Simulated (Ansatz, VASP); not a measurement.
This is a calculation of NiO for Ansatz 0.2.0. 

input.yaml

```yaml
crystal:
  lattice:
    - [0.0, 2.0859016414, 2.0859016414]
    - [2.0859016414, 0.0, 2.0859016414]
    - [2.0859016414, 2.0859016414, 0.0]
  atoms:
    - { symbol: Ni, position: [0.0, 0.0, 0.0], spin: 1.0 }
    - { symbol: O, position: [0.5, 0.5, 0.5] }
hamiltonian:
  xc: pbesol
  pseudopotentials: { kind: paw }
magnetization:
  spin_polarized: true
kpoints:
  mp_grid: { grid: [11, 11, 11] }
scf:
  occupations: { method: fermi_dirac, width: 0.05 }
output:
  forces: true
  stress: true
relax:
  f_tol: 0.01
  max_steps: 40
  cell: { stress_tol: 0.05 }
```

Potentials or basis: Ansatz PAW.

The run is started by

```console
$ ansatz run input.yaml --threads 2 --pin off --max-ram 5632MiB --backend cpu --events-out ev --progress --plain --runs-dir out
```

Question: Translate it to VASP 6.6.1. Potentials or basis there: PBE PAW files Ni, O, 600 eV.

Answer: As run (cutoffs and basis follow the program's own potentials, and thresholds, step limits or extra output files can differ):

Contents of INCAR:

```
SYSTEM = NiO
  PREC = Accurate
  ENCUT = 600
  EDIFF = 1E-6
  ISMEAR = -1
  SIGMA = 0.05
  LREAL = .False.
  LASPH = .True.
  NELM = 120
  ALGO = Normal
  ISIF = 3
  LWAVE = .False.
  LCHARG = .False.
  ISPIN = 2
  MAGMOM = 1 0
  LORBIT = 11
  LMAXMIX = 4
  GGA = PS
  IBRION = 2
  NSW = 60
  EDIFFG = -0.01
```

File KPOINTS:

```
regular mesh
0
Gamma
  11 11 11
  0 0 0
```

File POSCAR:

```
NiO
1.0
    0.0000000000      2.0859016414      2.0859016414
    2.0859016414      0.0000000000      2.0859016414
    2.0859016414      2.0859016414      0.0000000000
Ni O
1 1
Direct
    0.0000000000      0.0000000000      0.0000000000
    0.5000000000      0.5000000000      0.5000000000
```

Potentials or basis: VASP PAW PBE potentials, release 64 (Ni, O).

Command:

```sh
$ cat potpaw_PBE.64/Ni/POTCAR potpaw_PBE.64/O/POTCAR > POTCAR
$ mpirun -np 1 vasp_std > vasp.out
```

Both were run:

|  | Ansatz | VASP |
| --- | --- | --- |
| Relaxed volume | 8.73 Å³/atom | 8.71 Å³/atom |
| Relaxed cell | a = 2.911 Å, b = 2.911 Å, c = 2.911 Å, α = 60.00°, β = 60.00°, γ = 60.00° | a = 2.910 Å, b = 2.910 Å, c = 2.910 Å, α = 60.00°, β = 60.00°, γ = 60.00° |
| Space group after relaxing | Fm-3m (No. 225) | Fm-3m (No. 225) |
| Pressure after relaxing | 0.0 GPa | 0.1 GPa |
| Net moment | 1.28 μB per cell | 1.24 μB per cell |

Ansatz's pressure holds a Pulay term of +0.79 GPa for its cutoff of 420 eV, which the other run lacks.

The potentials hold 24 and 16 valence electrons a cell.

Ansatz's potentials were made for PBE. VASP's potentials were made for PBE.

Where Ansatz's input types no cutoff or centring, it takes its own default and a Γ-centred mesh.

The magnetic state is the one that the start led to; the real crystal's order can differ.

Pressure is positive in compression.
